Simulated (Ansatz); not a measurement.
# Te (P3_121) in Ansatz: further runs

The runs below take Te through single point, with HSE06 form with a typed share of exact exchange.

Program: Ansatz 0.2.0. These are calculated values, not measurements. Logs are shortened: lines on timing, memory, paths and dates and some standing lists are left out, and cuts for length are marked.

### 1 Starting point

Symmetry: P3_121, No. 152, trigonal system. The conventional cell has a = 4.454 Å, b = 4.454 Å, c = 5.924 Å, α = 90.00°, β = 90.00°, γ = 120.00°. Te (site symmetry 2) has 2 Te at 2.86 Å as nearest neighbours.

### 2 Single point, HSE06 form with a typed share of exact exchange

Input file input:

```
crystal:
  lattice:
    - [4.454, 0.0, 0.0]
    - [-2.227, 3.8572771485, 0.0]
    - [0.0, 0.0, 5.924]
  atoms:
    - { symbol: Te, position: [0.731, 0.731, 0.0] }
    - { symbol: Te, position: [0.0, 0.269, 0.6666666667] }
    - { symbol: Te, position: [0.269, 0.0, 0.3333333333] }
hamiltonian:
  xc: { exchange: pbe, correlation: pbe, exx: { coeff: 0.25, omega: 0.1 } }
  pseudopotentials: { kind: paw }
kpoints:
  mp_grid: { grid: [4, 4, 3] }
scf:
  occupations: { method: fermi_dirac, width: 0.05 }
output:
  forces: true
  stress: true
  eigenvalues: true
  write_density: true
  write_potential: true
  elf: true
  volumetric_format: npy
```

Potentials or basis: Ansatz PAW.

What it wrote:

```text
Warning: output.stress: scf.convergence.dr2_threshold = 1e-7 eV (the SCF's general default) is looser than the 3e-10 eV advised for a printed stress (1e-10 eV for each atom of the cell: 3). What an SCF threshold leaves in a stress goes as its square root, and in the free energy as the threshold itself, and one threshold admits the most on a small cell: of the crystals measured, under no hybrid functional and no lock of the moments, on runs that ended without the residual-converged pass, on stresses that held no estimate of that error, the worst erred by over 100 MPa in a component at 1e-7 eV an atom and by under 5 at 1e-10. Set scf.convergence.dr2_threshold to 3e-10 eV or tighter. The threshold is an SCF's pass mark: one that does not reach it within its budget of iterations ends unconverged, or closes short of it on a stop that the run arms, and scf.convergence.dr2_threshold's page says what that costs each kind of run
Warning: output.stress: scf.exx.energy_threshold = 1e-6 eV is looser than the 3e-8 eV advised for a stress under a hybrid functional (1e-8 eV for each atom of the cell: 3). Every SCF of the exchange loop can meet its threshold on dr2 while the loop round them stops early: no threshold on dr2 bounds what that leaves in the stress. Set scf.exx.energy_threshold to 3e-8 eV or tighter. The threshold is the loop's pass mark: a loop that does not reach it within its budget of cycles ends unconverged, and scf.exx.energy_threshold's page has the law
exact exchange: scf.exx.singularity resolves to wigner_seitz, which cuts the screened interaction at the faces of the exchange supercell's Wigner-Seitz cell, so that each pair interacts once, at the shortest of its separations (the periodic images that this leaves out come, for a point-like exchange hole, to about 0.020 eV on a filled level). The cut falls within the interaction's reach, and what an exchange supercell this small leaves in the energy, the band gaps and, where it is computed, the pressure is not bounded here. The exchange supercell (the smallest cell that an SCF of this deck is solved on times the 4×4×3 mesh of the exchange sum) has its nearest image at L = 17.77 Å, 1.78 times the interaction's range 1/ω = 10.00 Å. A denser mesh of the exchange sum (kpoints.mp_grid; where a k-mesh is refused, the cell repeated along its short axes), shrinks what is left. The k-mesh (kpoints.mp_grid) can leave an error of its own, as it does under a semilocal functional: two runs of this structure under PBE, one on that k-mesh and one on a denser one or on the cell repeated (per cell), show about how large it is in the energy; in a metal the hybrid's can be larger than they show. Converge the k-mesh under the hybrid itself. See scf.exx.q_mesh
GPUs: using 1 of 1 available (devices: 1).
Engine: ansatz 0.2.0, x86_64-unknown-linux-gnu
Pseudopotentials: kind: paw
Pseudopotential: Te, paw, valence charge 16, recommended cutoff 420 eV (normal), Te.paw.azcp
Functional definition: unnamed
  parameter a_1 = 0.25
  parameter omega_1 = 0.1/angstrom
  exchange = pbe_x + (-a_1)*pbe_x_sr(omega_1) + a_1*exact_x_sr(omega_1)
  correlation = pbe_c
device memory: the entry about to start is reckoned to put 0.8 GiB on a device that reports 33.4 GiB free (of which the cap on the GPU budget leaves the run 18.0 GiB)
GPU FFT provider: cuFFT
GPU libraries: cuBLAS 13.8.2, cuFFT 12.4.0, cuSOLVER 12.3.4
Crystal: 3 atoms, lattice volume = 101.776 Å³
Basis set: ecut = 420 eV, 1993 PW (Γ), exchange–correlation on 60×60×80 points (8 copies of the dense FFT grid, shifted against one another)
Bands: 29, of which v1, the nominal top of the filled ones, is band 24 counted from 1 (23 counted from 0)
Symmetry: 6 space group operations
Space group: P3121 (ITA 152), of the structure as read, at distance tolerance 4.7e-5 Å
k-points: 9 of 48 (time reversal used)
Non-local potential: Te, projectors of the file, l = 0: 2, l = 1: 2, l = 2: 2, l = 3: 2
PAW form: soft (Blöchl's): semilocal exchange-correlation on the pseudo side does not see the compensation charge
PAW frozen core: Te, regenerated for the run's functional, and the local potential with it (the file was generated under x = pbe(κ = 0.804, μ = 0.2195149727645171), c = pbe(β = 0.06672455060314922))
PAW one-centre angular grid: Te, 590 points (default); XC on 64 Gauss nodes
Initial density: superposition of atomic densities (neutral atoms: chi_scale 0, normalization atom), corrected by the library's trained network
Initial wavefunctions: pseudopotential atomic-orbital guess
GPU buffer pool allocated for 36000 grid points (all kernels)
GPU transforms: local potential and band sums: pruned to the plane-wave sphere, on 30×30×40
Functional: x = pbe(κ = 0.804, μ = 0.2195149727645171), c = pbe(β = 0.06672455060314922), warm-up for x = pbe(κ = 0.804, μ = 0.2195149727645171) + 0.25 (exact − pbe) at short range (hse, ω = 0.1 Å⁻¹), c = pbe(β = 0.06672455060314922)
SCF iter   1: F=—  HF=-20939.827783 eV  |F-HF|=—  |Δ(HF+E_count)|=         —  Δρ=1.46e-3  dr2=1.48e-3  ethr=1.77e-3  ⟨swp⟩=9.2  Hψ=1064  notcnv=0
preconditioner: auto → none  [insulator: Δε(μ)=0.798 eV  Ē_g=8.645 eV  σ=0.050 eV  W_gap=1.00  n_scr=22 (ndim 8)  ℏωp=15.6 eV  f_vac=0.027  D(μ)=0.00/eV (n_scr^D=0)]
SCF iter   2: F=—  HF=-20939.829440 eV  |F-HF|=—  |Δ(HF+E_count)|=   1.66e-3  Δρ=6.99e-4  dr2=2.70e-4  ethr=3.08e-6  ⟨swp⟩=5.4  Hψ=802  notcnv=0  defer=5
SCF iter   3: F=-20939.829844 eV  HF=-20939.829779 eV  |F-HF|=6.50e-5  |Δ(HF+E_count)|=   3.38e-4  Δρ=2.81e-4  dr2=4.43e-5  ethr=5.61e-7  ⟨swp⟩=3.6  Hψ=576  notcnv=0  defer=2
SCF 1 stopped early in 3 iterations: F = -20939.829844 eV  dr2 = 4.43e-5
[... 18 lines left out ...]
SCF iter   5: F=—  HF=-20952.915617 eV  |F-HF|=—  |Δ(HF+E_count)|=   7.30e-4  Δρ=1.82e-4  dr2=3.57e-5  ethr=2.28e-8  ⟨swp⟩=4.1  Hψ=759  notcnv=0
SCF iter   6: F=-20952.915654 eV  HF=-20952.915655 eV  |F-HF|=7.63e-7  |Δ(HF+E_count)|=   3.76e-5  Δρ=4.91e-5  dr2=4.94e-6  ethr=2.28e-8  ⟨swp⟩=4.0  Hψ=628  notcnv=0
SCF 2 stopped early in 6 iterations: F = -20952.915654 eV  dr2 = 4.94e-6
  Residual-converged pass: ⟨swp⟩=4.0  Hψ=759  notcnv=0  max |occ|·‖R‖ = 6.5e-6 eV (tolerance 6.7e-6 eV)  dr2=4.91e-6  dr2_onsite=4.27e-8  max |Δocc| = 4.6e-13
hybrid outer 1: dexx = +2.153e-2 eV, tail = 1.97e-4 eV
GPU FFT provider: cuFFT
GPU libraries: cuBLAS 13.8.2, cuFFT 12.4.0, cuSOLVER 12.3.4
GPU buffer pool allocated for 36000 grid points (all kernels)
GPU transforms: local potential and band sums: pruned to the plane-wave sphere, on 30×30×40
Exchange kernel: α = 0.2500, screened, ω = 0.1000 Å⁻¹, Wigner–Seitz truncation, v(0) = 3442.7209 eV·Å³, q-mesh 4×4×3, nearest image of the exchange supercell L = 17.77 Å, pair-density grid 20×20×27, without the augmentation charges, whose exchange is taken in its separable form by FFT convolution over the k-point mesh (sized by the pseudopotential files, 27×27×40 at the most), smooth part of the exact exchange by density-matrix convolution in up to 1.95 GiB of GPU memory as planned if the GPU has room (build and FFT work areas not counted)
Frozen-core exchange: fock
SCF iter   1: F=—  HF=-20952.915769 eV  |F-HF|=—  |Δ(HF+E_count)|=         —  Δρ=3.35e-5  dr2=1.21e-6  ethr=2.05e-6  ⟨swp⟩=3.0  Hψ=537  notcnv=0
preconditioner: auto → none  [insulator: Δε(μ)=1.523 eV  Ē_g=10.092 eV  σ=0.050 eV  W_gap=1.00  n_scr=22 (ndim 8)  ℏωp=15.6 eV  f_vac=0.025  D(μ)=0.00/eV (n_scr^D=0)]
SCF iter   2: F=—  HF=-20952.915770 eV  |F-HF|=—  |Δ(HF+E_count)|=   9.01e-7  Δρ=1.78e-5  dr2=3.78e-7  ethr=2.13e-9  ⟨swp⟩=4.3  Hψ=894  notcnv=0
SCF iter   3: F=—  HF=-20952.915771 eV  |F-HF|=—  |Δ(HF+E_count)|=   8.50e-7  Δρ=7.98e-6  dr2=4.66e-8  ethr=3.48e-10  ⟨swp⟩=4.8  Hψ=710  notcnv=0
SCF iter   4: F=—  HF=-20952.915771 eV  |F-HF|=—  |Δ(HF+E_count)|=   8.86e-9  Δρ=2.25e-6  dr2=5.51e-9  ethr=8.96e-11  ⟨swp⟩=3.0  Hψ=600  notcnv=0
SCF iter   5: F=-20952.915771 eV  HF=-20952.915771 eV  |F-HF|=6.18e-10  |Δ(HF+E_count)|=   1.91e-8  Δρ=1.07e-6  dr2=1.28e-9  ethr=5.20e-12  ⟨swp⟩=5.0  Hψ=805  notcnv=0  defer=1
SCF 3 converged in 5 iterations: F = -20952.915771 eV  dr2 = 1.28e-9
  Residual-converged pass: ⟨swp⟩=3.0  Hψ=546  notcnv=0  max |occ|·‖R‖ = 5.4e-7 eV (tolerance 5.4e-7 eV)  dr2=1.28e-9  dr2_onsite=8.68e-11  max |Δocc| = 1.7e-15
hybrid outer 2: dexx = +1.239e-6 eV, tail = 3.21e-8 eV, Δε = 2.09e-3 eV (about 6.57e-5 eV left of the loop's levels), ΔF = 1.17e-3 eV/Å (tail 4.93e-4)
hybrid SCF converged: 2 outer / 11 inner (+3 warm-up), last move |dexx| = 1.24e-6 eV, tail = 3.21e-8 eV
Stability not checked: this state was not tested for a lower state beside it, because the functional holds exact exchange (a hybrid, or Hartree-Fock), whose exchange loop this test does not read (fock_operator; see scf.lower_state_search)
Free energy (F): -20952.915771 eV
Frozen-core exchange: fock
Harris-Foulkes:  -20952.915771 eV  (|F-HF|=6.18e-10)
Internal energy: -20952.915771 eV  (E = F + TS)
E sigma→0 (E₀):  -20952.915771 eV
Entropy (-TS):   -0.000000 eV (-0.000 meV/atom)
Fermi energy:    8.821171 eV
--- Per-component energies (eV) ---
  E_band       = -909.984035
  E_kinetic    = 538.638840
  E_local      = -3814.746095  (includes V_loc(G=0)·N_el)
  E_nonlocal   = -935.700371
  E_hartree    = 2431.362643
  E_xc         = -293.533750
  E_vxc        = -245.983482  (∫ρ·V_xc dr)
  E_exx        = -145.087315  (= α·E_x^exact, valence–valence)
  E_paw        = -13933.020158  (= ΣΔE_a)
  E_vpaw       = -1024.742781  (= ΣTr[D̂ρ^β])
  E_aug_tail   = -0.000565  (compensation charges beyond the density's cutoff)
  E_ewald      = -4800.294125
  E_core_change = -0.534876  (= ΣΔE_core)
  E_smearing   = -0.000000  (= −TS)
  E_closure    = 0.000000  (closes the sum)
  Σ components = -20952.915771   (vs F -20952.915771, Δ=0.00e0)
--- Forces (eV/Å), atoms counted from 1 ---
  atom   1  Te     0.18845868     0.32642000    -0.00000000
  atom   2  Te     0.18845868    -0.32642000     0.00000000
  atom   3  Te    -0.37691735     0.00000000    -0.00000000
  max |Σ_I F_I| component: 5.55e-17 eV/Å
--- Stress (GPa, compression-positive) ---
        0.044699       0.000000       0.000000
       -0.000000       0.044699       0.000000
        0.000000       0.000000      -1.106476
  P = ⅓ Tr σ = -0.3390 GPa (-3.390 kbar)
--- Band table (eV; the first three rows and the last of 9) ---
  k-point 0: bands = ["-31.7544", "-31.7544", "-31.6982", "-31.6963", "-31.6963", "-31.6266", "-31.5249", "-31.5220", "-31.5220", "-31.4867", "-31.4842", "-31.4842", "-31.4554", "-31.4316", "-31.4316", "-6.7668", "-3.0425", "-3.0425", "4.9171", "5.3557", "5.3557", "6.3939", "6.3939", "7.2747", "10.0851", "10.0851", "10.7604", "14.2085", "14.2085"]
  k-point 1: bands = ["-31.7761", "-31.7217", "-31.7046", "-31.7025", "-31.6789", "-31.6464", "-31.5256", "-31.5255", "-31.5168", "-31.4862", "-31.4858", "-31.4841", "-31.4468", "-31.4351", "-31.4331", "-6.3191", "-5.0189", "-1.0121", "4.2627", "5.1418", "5.4908", "6.6337", "6.8659", "7.2286", "9.5493", "9.5872", "9.9045", "13.3909", "14.5748"]
  k-point 2: bands = ["-31.7533", "-31.7518", "-31.6985", "-31.6959", "-31.6951", "-31.6276", "-31.5272", "-31.5211", "-31.5200", "-31.4880", "-31.4852", "-31.4823", "-31.4649", "-31.4316", "-31.4249", "-6.3109", "-3.2504", "-2.9113", "3.1353", "4.0153", "4.4945", "6.6496", "7.2171", "7.3635", "9.8953", "10.1312", "10.9905", "12.9559", "14.5889"]
  k-point 8: bands = ["-31.7746", "-31.7183", "-31.7024", "-31.7013", "-31.6779", "-31.6461", "-31.5283", "-31.5251", "-31.5142", "-31.4910", "-31.4837", "-31.4811", "-31.4616", "-31.4423", "-31.4176", "-5.2746", "-4.3635", "-2.6303", "2.5084", "3.0897", "3.7436", "5.6787", "7.2596", "8.0266", "9.7541", "10.6559", "11.8472", "14.0480", "14.7844"]
```

It took 11 s on 1 × NVIDIA H100 80GB HBM3 with 2 threads of AMD EPYC 7R13 (Zen 3), shared host; peak memory 1.8 GiB.

What came out:

| Item | Value |
| --- | --- |
| Free energy | -20952.9158 eV |
| Pressure | -0.3 GPa |
| Largest force | 0.377 eV/Å |
| Band gap on the k mesh | 1.52 eV, indirect (least direct gap 1.73 eV) |

Forces on the atoms (eV/Å):
```
Te   0.188  0.326  0.000
Te   0.188 -0.326  0.000
Te  -0.377  0.000  0.000
```

Caveat: odd divisions of the mesh miss points on the zone boundary, where band edges often lie, so the gap on the mesh can be too wide; spin-orbit coupling is left out, which moves the levels of the heavy elements; the PAW data sets come from PBE, with cores solved anew for the run's functional, which leaves a small shift of forces and pressure; the thresholds are loose for stress. A k mesh can miss the band edges.

### 3 Single point, HSE06 form with a typed share of exact exchange

Changes to input since step 2:

```diff
@@ -10,3 +10,6 @@
 hamiltonian:
-  xc: { exchange: pbe, correlation: pbe, exx: { coeff: 0.25, omega: 0.1 } }
+  xc:
+    exchange: pbe
+    correlation: pbe
+    exx: { coeff: 0.25, omega: 0.15 }
   pseudopotentials: { kind: paw }
```

Potentials or basis: Ansatz PAW.

It took 9.3 s on 1 × NVIDIA H100 80GB HBM3 with 2 threads of AMD EPYC 7R13 (Zen 3), shared host; peak memory 1.8 GiB.

It converged, with:

```
Free energy            : -20952.9142 eV
Pressure               : -0.3 GPa
Largest force          : 0.346 eV/Å
Band gap on the k mesh : 1.39 eV, indirect (least direct gap 1.60 eV)
```

Forces in eV/Å, atoms in the order of the input:
```
Te   0.173  0.300  0.000
Te   0.173 -0.300  0.000
Te  -0.346  0.000  0.000
```

Stress tensor (GPa, compression positive):
```
 0.09  0.00  0.00
 0.00  0.09  0.00
 0.00  0.00 -1.00
```

Levels at points of the mesh, in eV from the valence-band top:
```
            k point  band 20  band 21  band 22  band 23  band 24  band 25  band 26  band 27  band 28  band 29
 (0.00, 0.00, 0.00)    -2.66    -2.66    -1.61    -1.61    -0.74     1.92     1.92     2.59     6.04     6.04
(0.00, -0.50, 0.00)    -4.58    -3.75    -3.65    -0.84    -0.64     1.71     1.80     3.87     4.90     8.62
```

Caveat: odd divisions of the mesh miss points on the zone boundary, where band edges often lie, so the gap on the mesh can be too wide; spin-orbit coupling is left out, which moves the levels of the heavy elements; the PAW data sets come from PBE, with cores solved anew for the run's functional, which leaves a small shift of forces and pressure; the thresholds are loose for stress. A k mesh can miss the band edges.
